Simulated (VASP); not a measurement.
The system is ZnO (zincite).

```
CELL_PARAMETERS angstrom
3.24931 0.00000 0.00000
-1.62465 2.81398 0.00000
0.00000 0.00000 5.20571
ATOMIC_POSITIONS crystal
Zn 0.33333 0.66667 0.50000
Zn 0.66667 0.33333 0.00000
O 0.66667 0.33333 0.37901
O 0.33333 0.66667 0.87901
```

```yaml
Program: VASP 6.6.1
Task: relaxation of cell and atoms
Functional: PBE
Potentials_or_basis: VASP PAW PBE potentials, release 64 (Zn, O)
Cutoff: 600 eV
k_mesh: 9 × 9 × 5
Occupations: gaussian, width 0.03 eV
Spin: no spin polarisation
```

At the start: pressure 5.8 GPa; volume 11.90 Å³/atom.

Task: How do energy, volume and symmetry change on relaxing?

Result: Over 14 steps the energy falls by 8.9 meV/atom and the volume is 12.39 Å³/atom (+4.1 %); space group P6_3mc (No. 186, to 0.05 Å).

The path:
```
step  energy change (eV)  largest force (eV/Å)  pressure (GPa)  volume (Å³)
   1              0.0000                0.0741            5.83        47.60
   2             -0.0270                0.0268           -2.61        50.64
   3             -0.0357                0.0011           -0.01        49.59
   4             -0.0357                0.0022           -0.06        49.63
   5             -0.0357                0.0108           -0.01        49.62
   6             -0.0357                0.0152           -0.10        49.62
   7             -0.0358                0.0116           -0.01        49.57
   8             -0.0357                0.0100            0.08        49.54
   9             -0.0357                0.0103            0.14        49.54
  10             -0.0358                0.0109            0.11        49.56
  11             -0.0358                0.0125            0.00        49.56
  12             -0.0358                0.0103            0.12        49.56
  13             -0.0358                0.0121            0.06        49.56
  14             -0.0358                0.0025            0.06        49.57
```

Final structure:
```yaml
crystal:
  lattice:
    - [3.28636, 0.00000, 0.00000]
    - [-1.64318, 2.84607, 0.00000]
    - [0.00000, 0.00000, 5.29982]
  atoms:
    - { symbol: Zn, position: [0.33333, 0.66667, 0.49982] }
    - { symbol: Zn, position: [0.66667, 0.33333, 0.99982] }
    - { symbol: O, position: [0.66667, 0.33333, 0.37919] }
    - { symbol: O, position: [0.33333, 0.66667, 0.87919] }
```
